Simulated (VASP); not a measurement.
Input of a VASP 6.6.1 run:

Contents of INCAR:

```
SYSTEM = Mg
PREC = Accurate
ENCUT = 600
EDIFF = 1E-6
ISMEAR = 1
SIGMA = 0.1
LREAL = .False.
LASPH = .True.
NELM = 80
ALGO = Normal
ISIF = 3
LWAVE = .False.
LCHARG = .False.
GGA = PE
IVDW = 12
IBRION = 2
NSW = 90
EDIFFG = -0.01
```

KPOINTS

```
Automatic mesh
0
Gamma
  15 15 7
  0 0 0
```

File POSCAR:

```
Mg
1.0
    3.2093000000      0.0000000000      0.0000000000
   -1.6046500000      2.7793353284      0.0000000000
    0.0000000000      0.0000000000      5.2103000000
Mg
2
Direct
    0.3333333333      0.6666666667      0.2500000000
    0.6666666667      0.3333333333      0.7500000000
```

Potentials or basis: VASP PAW PBE potentials, release 64 (Mg).

Run with:

```bash
$ cat potpaw_PBE.64/Mg/POTCAR > POTCAR
$ mpirun -np 1 vasp_std > vasp.out
```

(1) What does it give for the relaxed volume?

(2) What does it give for the dispersion energy per atom?

Answers

(1) 21.67 Å³/atom.

(2) -0.300 eV.

Caveat: pairwise dispersion overbinds metals, which lowers pressure and volume.
